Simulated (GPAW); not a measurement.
# BeTe (Cmmm) in GPAW: convergence with smearing width (eV)

Aim: find how far smearing width (eV) must go before the results for BeTe settle, at PBE. This setting moves, with any that are tied to it; all else stays.

Everything below comes from runs of GPAW 26.7.0. Logs are shortened: lines on timing, memory, paths and dates and some standing lists are left out, and cuts for length are marked. The log counts tension as positive stress, the text compression.

## Step 1: The structure

The structure is orthorhombic, space group Cmmm (No. 65). Conventional cell: a = 3.574 Å, b = 9.595 Å, c = 3.569 Å, α = 90.00°, β = 90.00°, γ = 90.00°. Be (site symmetry mmm) has 4 Te at 2.53 Å as nearest neighbours. Te (site symmetry mmm) has 4 Be at 2.53 Å as nearest neighbours.

The cell was built by a generator and needn't be a form met in nature.

## Step 2: With smearing width (eV) 0.5

Input file run.py:

```python
from ase import Atoms
from ase.dft.bandgap import bandgap
from ase.io import write
from ase.units import GPa
from gpaw import GPAW, PW

atoms = Atoms(['Be', 'Te'],
              cell=[[1.787, -4.79745, 0.0],
                    [1.787, 4.79745, 0.0],
                    [0.0, 0.0, 3.56915]],
              scaled_positions=[[0.5, 0.5, 0.5],
                                [0.0, 0.0, 0.0]],
              pbc=True)

calc = GPAW(mode=PW(800),
            xc='PBE',
            kpts={'size': (6, 6, 6), 'gamma': True},
            occupations={'name': 'fermi-dirac', 'width': 0.5},
            nbands=11,
            convergence={'density': 1e-05, 'energy': 1e-05},
            maxiter=100,
            txt='gpaw.txt')
atoms.calc = calc
energy = atoms.get_potential_energy()
forces = atoms.get_forces()
stress = atoms.get_stress()
calc.write('gs.gpw')
write('result.traj', atoms)
print(f'Energy: {energy:.6f} eV')
print('Forces (eV/A):')
print(forces.round(4))
print('Stress (GPa):', (stress / GPa).round(3))
print('Fermi level:', round(calc.get_fermi_level(), 4), 'eV')
print(f'Gap: {bandgap(calc)[0]:.4f} eV, direct: {bandgap(calc, direct=True)[0]:.4f} eV')
```

Potentials or basis: GPAW PAW data sets (gpaw-data 1.2.1), pw.

Run with:

```console
> OMP_NUM_THREADS=1 python run.py
```

gpaw.txt:

```text
__  _  _
 | _ |_)|_||  |
 |__||  | ||/\| - 26.7.0

Input parameters:
  mode=PW(ecut=800.0),
  convergence={'density': 1e-05, 'energy': 1e-05},
  kpts=MonkhorstPack(size=(6, 6, 6), gamma=True),
  maxiter=100,
  nbands=11,
  occupations=Occupations(name='fermi-dirac', width=0.5),
  xc=XC(name='PBE')

Diagonalizing LCAO Hamiltonian
Converting LCAO to pw mode

           Be

       Te

Atoms  # Å, Bohr magnetons
|   | symbol |        x |        y |        z |    initial magnetic moments |
|---|--------|----------|----------|----------|-----------------------------|
| 0 |     Be | 1.787000 | 0.000000 | 1.784575 | ( 0.0000,  0.0000,  0.0000) |
| 1 |     Te | 0.000000 | 0.000000 | 0.000000 | ( 0.0000,  0.0000,  0.0000) |

Unit cell  # Å
| periodic |        x |         y |        z |  lengths |     angles |
|----------|----------|-----------|----------|----------|------------|
|      yes | 1.787000 | -4.797450 | 0.000000 | 5.119462 |  90.000000 |
|      yes | 1.787000 |  4.797450 | 0.000000 | 5.119462 |  90.000000 |
|      yes | 0.000000 |  0.000000 | 3.569150 | 3.569150 | 139.140327 |

Number of symmetries: 8
Symmetry operations  # r_c * U_cc + t_c -> r_c
|   | kind |            matrix            |
|---|------|------------------------------|
| 0 |  E   |  1, 0, 0,  0, 1, 0,  0, 0, 1 |
| 1 |  σ   |  1, 0, 0,  0, 1, 0,  0, 0,-1 |
| 2 |  σ   |  0, 1, 0,  1, 0, 0,  0, 0, 1 |
| 3 |  C2  |  0, 1, 0,  1, 0, 0,  0, 0,-1 |
| 4 |  σ   |  0,-1, 0, -1, 0, 0,  0, 0, 1 |
| 5 |  C2  |  0,-1, 0, -1, 0, 0,  0, 0,-1 |
| 6 |  C2  | -1, 0, 0,  0,-1, 0,  0, 0, 1 |
| 7 |  i   | -1, 0, 0,  0,-1, 0,  0, 0,-1 |

BZ-sampling:
  Number of BZ points: 216
  Number of IBZ points: 52

  Monkhorst-Pack size: [6, 6, 6]
  Monkhorst-Pack shift: [0.08333333333333333, 0.08333333333333333, 0.08333333333333333]

K-points  # in reciprocal-cell coordinates
|     |                                coordinates |     weight |
|-----|--------------------------------------------|------------|
|   0 | (  0.00000000,   0.00000000,   0.00000000) | 0.00462963 |
|   1 | (  0.00000000,   0.00000000,   0.16666667) | 0.00925926 |
[... 88 lines left out ...]
density mixing:
  MSR1-Mixer
  Pratt-step length: 0.05
  Maximum mixing coefficient: 0.75
  Old densities: 10
  SVD Regularization: 0.005
  Good broyden scale: 1.0
  Trust region scale: 1.0
  Backstep threshold: 4.0
  History deletion threshold: 6.0
  Fourier metric: weight=20.0, sigma=0.015

occupation numbers:
  Fermi-Dirac:
    width: 0.5000  # eV

poisson solver:
  ecut: 6400.0  # eV

xc functional:
  name: PBE with 2 nearest neighbor stencil

convergence criteria:
- Maximum integral of absolute [dens]ity change: 1e-05 electrons / valence electron
- Maximum [total energy] change in last 3 cyles: 1e-05 eV / valence electron
- Maximum integral of absolute [eigenst]ate change: 4e-08 eV^2 / valence electron
maximum number of iterations: 100

SCF iterations
|iter     | |      energy | eigst |  dens |
|---------|-|-------------|-------|-------|
|iter:   1| |   -6.122693 | -0.03 |       |
|iter:   2| |   -6.127525 | -1.83 | -1.14 |
|iter:   3| |   -6.114822 | -2.66 | -1.17 |
|iter:   4| |   -6.119173 | -3.59 | -1.59 |
|iter:   5| |   -6.119382 | -4.59 | -2.10 |
|iter:   6| |   -6.119547 | -5.79 | -2.76 |
|iter:   7| |   -6.119452 | -6.58 | -3.25 |
|iter:   8| |   -6.119455 | -7.70c| -4.02 |
|iter:   9| |   -6.119453c| -7.82c| -4.42 |
|iter:  10| |   -6.119453c| -8.65c| -5.47c|

Converged in 10 steps
Energy contributions relative to reference atoms: (reference = -185188.868407)

Energy contributions:
  Kinetic:          10.571079
  Coulomb:          -9.162917
  Zero:              0.133678
  External:          0.000000
  Xc:               -7.364550
  Entropy:          -0.593484
  Spinorbit:         0.000000
  ----------------------------
  Free energy:      -6.416195
  Extrapolated:     -6.119453

dipole moment: (-15.222345, -0.000000, -15.201688)  # |e|*Ang

Fermi level: 2.825
Eigenvalues  # (at kpt = [0.000, 0.000, 0.000])
| band index |      eig [eV] | occ [0-2] |
|------------|---------------|-----------|
|          0 |        -9.595 |     2.000 |
|          1 |         0.073 |     1.992 |
|          2 |         1.258 |     1.916 |
|          3 |         1.284 |     1.912 |
|          4 |         4.657 |     0.050 |
|          5 |         6.141 |     0.003 |
|          6 |         7.747 |     0.000 |
|          7 |         8.373 |     0.000 |
|          8 |        11.814 |     0.000 |
|          9 |        11.828 |     0.000 |
|         10 |        12.515 |     0.000 |

No gap
No difference between direct/indirect transitions

Forces  # eV/Ang
|        x |       y |       z |
|----------|---------|---------|
|  0.00000 | 0.00000 | 0.00000 |  # Be   0
| -0.00000 | 0.00000 | 0.00000 |  # Te   1

Stress tensor  # eV/Ang^3
|         x |        y |         z |
|-----------|----------|-----------|
| -0.005606 | 0.000000 |  0.000000 |
|  0.000000 | 0.000866 |  0.000000 |
|  0.000000 | 0.000000 | -0.005919 |

# Writing to gs.gpw (mode='')
```

Run time: 33 s. Hardware: 1 thread of Arm Neoverse V2, shared host; peak memory 0.22 GiB.

Results:

```
Free energy            : -6.4162 eV
Pressure               : 0.6 GPa
Band gap on the k mesh : none (metal or under the smearing width)
```

## Step 3: With smearing width (eV) 0.3

Changes to run.py since step 2:

```diff
@@ -17,3 +17,3 @@
             kpts={'size': (6, 6, 6), 'gamma': True},
-            occupations={'name': 'fermi-dirac', 'width': 0.5},
+            occupations={'name': 'fermi-dirac', 'width': 0.3},
             nbands=11,
```

Potentials or basis: GPAW PAW data sets (gpaw-data 1.2.1), pw.

Run with:

```console
> OMP_NUM_THREADS=1 python run.py
```

Wall time 33 s (1 thread of Arm Neoverse V2, shared host); peak memory 0.22 GiB.

Results:

```
Free energy            : -6.2363 eV
Pressure               : 0.2 GPa
Band gap on the k mesh : none (metal or under the smearing width)
```

## Step 4: With smearing width (eV) 0.2

Changes to run.py since step 3:

```diff
@@ -17,3 +17,3 @@
             kpts={'size': (6, 6, 6), 'gamma': True},
-            occupations={'name': 'fermi-dirac', 'width': 0.3},
+            occupations={'name': 'fermi-dirac', 'width': 0.2},
             nbands=11,
```

Run with:

```console
> OMP_NUM_THREADS=1 python run.py
```

Run time: 34 s. Hardware: 1 thread of Arm Neoverse V2, shared host; peak memory 0.22 GiB.

Results (log left out):

| Item | Value |
| --- | --- |
| Free energy | -6.1836 eV |
| Pressure | 0.1 GPa |
| Band gap on the k mesh | none (metal or under the smearing width) |

## Step 5: With smearing width (eV) 0.15

Changes to run.py since step 4:

```diff
@@ -17,3 +17,3 @@
             kpts={'size': (6, 6, 6), 'gamma': True},
-            occupations={'name': 'fermi-dirac', 'width': 0.2},
+            occupations={'name': 'fermi-dirac', 'width': 0.15},
             nbands=11,
```

Run with:

```console
> OMP_NUM_THREADS=1 python run.py
```

Wall time 34 s (1 thread of Arm Neoverse V2, shared host); peak memory 0.22 GiB.

It converged, with:

* Free energy: -6.1642 eV
* Pressure: 0.0 GPa
* Band gap on the k mesh: none (metal or under the smearing width)

## Step 6: With smearing width (eV) 0.1

Changes to run.py since step 5:

```diff
@@ -17,3 +17,3 @@
             kpts={'size': (6, 6, 6), 'gamma': True},
-            occupations={'name': 'fermi-dirac', 'width': 0.15},
+            occupations={'name': 'fermi-dirac', 'width': 0.1},
             nbands=11,
```

Potentials or basis: GPAW PAW data sets (gpaw-data 1.2.1), pw.

Run with:

```console
> OMP_NUM_THREADS=1 python run.py
```

Run time: 33 s. Hardware: 1 thread of Arm Neoverse V2, shared host; peak memory 0.22 GiB.

It converged, with:

* Free energy: -6.1478 eV
* Pressure: 0.0 GPa
* Band gap on the k mesh: none (metal or under the smearing width)

## Step 7: With smearing width (eV) 0.05

Changes to run.py since step 6:

```diff
@@ -17,3 +17,3 @@
             kpts={'size': (6, 6, 6), 'gamma': True},
-            occupations={'name': 'fermi-dirac', 'width': 0.1},
+            occupations={'name': 'fermi-dirac', 'width': 0.05},
             nbands=11,
```

Run with:

```console
> OMP_NUM_THREADS=1 python run.py
```

It took 33 s on 1 thread of Arm Neoverse V2, shared host; peak memory 0.22 GiB.

It converged, with:

```yaml
Free_energy: -6.1344 eV
Pressure: -0.1 GPa
Band_gap_on_the_k_mesh: none (metal or under the smearing width)
```

## Step 8: With smearing width (eV) 0.025

Changes to run.py since step 7:

```diff
@@ -17,3 +17,3 @@
             kpts={'size': (6, 6, 6), 'gamma': True},
-            occupations={'name': 'fermi-dirac', 'width': 0.05},
+            occupations={'name': 'fermi-dirac', 'width': 0.025},
             nbands=11,
```

Run with:

```console
> OMP_NUM_THREADS=1 python run.py
```

It took 32 s on 1 thread of Arm Neoverse V2, shared host; peak memory 0.22 GiB.

The run converged. Its results:

```yaml
Free_energy: -6.1299 eV
Pressure: -0.1 GPa
Band_gap_on_the_k_mesh: none (metal or under the smearing width)
```

## Step 9: With smearing width (eV) 0.01

Changes to run.py since step 8:

```diff
@@ -17,3 +17,3 @@
             kpts={'size': (6, 6, 6), 'gamma': True},
-            occupations={'name': 'fermi-dirac', 'width': 0.025},
+            occupations={'name': 'fermi-dirac', 'width': 0.01},
             nbands=11,
```

Potentials or basis: GPAW PAW data sets (gpaw-data 1.2.1), pw.

Run with:

```console
> OMP_NUM_THREADS=1 python run.py
```

It took 32 s on 1 thread of Arm Neoverse V2, shared host; peak memory 0.22 GiB.

The run converged. Its results:

```
Free energy            : -6.1283 eV
Pressure               : -0.1 GPa
Band gap on the k mesh : none (metal or under the smearing width)
```

## Step 10: Summary

```tsv
smearing width (eV)	energy less the tightest run, at zero smearing (meV/atom)	pressure (GPa)	SCF cycles	CPU time (s)	peak memory (GiB)
0.5	4.22	0.57	10	33	0.22
0.3	-6.51	0.22	10	33	0.22
0.2	-6.46	0.08	10	33	0.22
0.15	-4.84	0.03	10	34	0.22
0.1	-2.45	-0.02	10	33	0.22
0.05	-0.50	-0.09	10	33	0.22
0.025	-0.19	-0.13	10	32	0.22
0.01	0.00	-0.14	10	32	0.22
```

Against the tightest run, the energy stays within 1 meV/atom from 0.05 on; the pressure stays within 0.1 GPa from 0.05 on. Narrower smearing needs a denser k mesh, so at a fixed mesh the narrowest width isn't the most accurate. The tightest run that finished is the yardstick and may itself not be fully converged.
